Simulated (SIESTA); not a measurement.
Crystal: Na2S.

```xyz
3
Lattice="0.0000 3.2735 3.2735 3.2735 0.0000 3.2735 3.2735 3.2735 0.0000" Properties=species:S:1:pos:R:3 pbc="T T T"
S     0.0000    0.0000    0.0000
Na    4.9102    4.9102    4.9102
Na    1.6367    1.6367    1.6367
```

```yaml
Program: SIESTA 5.4.2
Task: single point
Functional: PBE
Potentials_or_basis: PseudoDojo 0.4 standard (PBE files)
Basis: DZP (energy shift 0.003 Ry; two zetas on semicore shells)
Grid_cutoff: 800 Ry
Energy_shift: 0.003 Ry
k_mesh: 7 × 7 × 7
Occupations: fermi-dirac, width 0.05 eV
Spin: no spin polarisation
```

On this cell: pressure 0.8 GPa; largest force zero by symmetry; band gap on the k mesh 2.49 eV, direct.

The same run follows on a disturbed copy (atoms moved at random, drawn with an rms of 0.05 Å):

```
S Na
1.0
     0.00000    3.27350    3.27350
     3.27350    0.00000    3.27350
     3.27350    3.27350    0.00000
S Na
1 2
Direct
  0.00245 0.99582 0.99954
  0.74286 0.74676 0.75882
  0.26369 0.24206 0.24239
```

Problem. What changes?

Solution. The energy moves by +2.2 meV/atom; pressure 0.8 GPa; largest force 0.147 eV/Å; band gap on the k mesh 2.46 eV, direct.

Forces on the atoms (eV/Å):
```
S   -0.006  0.019 -0.004
Na  -0.106  0.017  0.087
Na   0.115 -0.035 -0.083
```

Stress tensor (GPa, compression positive):
```
 0.79 -0.19 -0.05
-0.19  0.77  0.26
-0.05  0.26  0.78
```

Caveats: the basis of atomic orbitals isn't converged, which shifts pressures, moduli and gaps.

